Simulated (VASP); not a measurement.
The system is BAs.

```
B As
1.0
     0.00000    2.38850    2.38850
     2.38850    0.00000    2.38850
     2.38850    2.38850    0.00000
B As
1 1
Direct
  0.00000 0.00000 0.00000
  0.25000 0.25000 0.25000
```

* Program: VASP 6.6.1
* Task: relaxation of cell and atoms
* Functional: PBE
* Potentials or basis: VASP PAW PBE potentials, release 64 (B, As)
* Cutoff: 520 eV
* k mesh: 12 × 12 × 12
* Occupations: gaussian, width 0.02 eV
* Spin: no spin polarisation

At the start: pressure 3.4 GPa; volume 13.63 Å³/atom.

Problem. How do energy, volume and symmetry change on relaxing?

Solution. Over 3 steps the energy falls by 3.6 meV/atom and the volume is 13.97 Å³/atom (+2.5 %); space group F-43m (No. 216, to 0.05 Å).

Step by step:
```tsv
step	energy change (eV)	largest force (eV/Å)	pressure (GPa)	volume (Å³)
1	0.0000	0.0000	3.43	27.25
2	-0.0037	0.0000	-2.19	28.42
3	-0.0071	0.0000	0.01	27.93
```

Final structure:
```
B As
1.0
     0.00000    2.40823    2.40823
     2.40823    0.00000    2.40823
     2.40823    2.40823    0.00000
B As
1 1
Direct
  0.00000 0.00000 0.00000
  0.25000 0.25000 0.25000
```
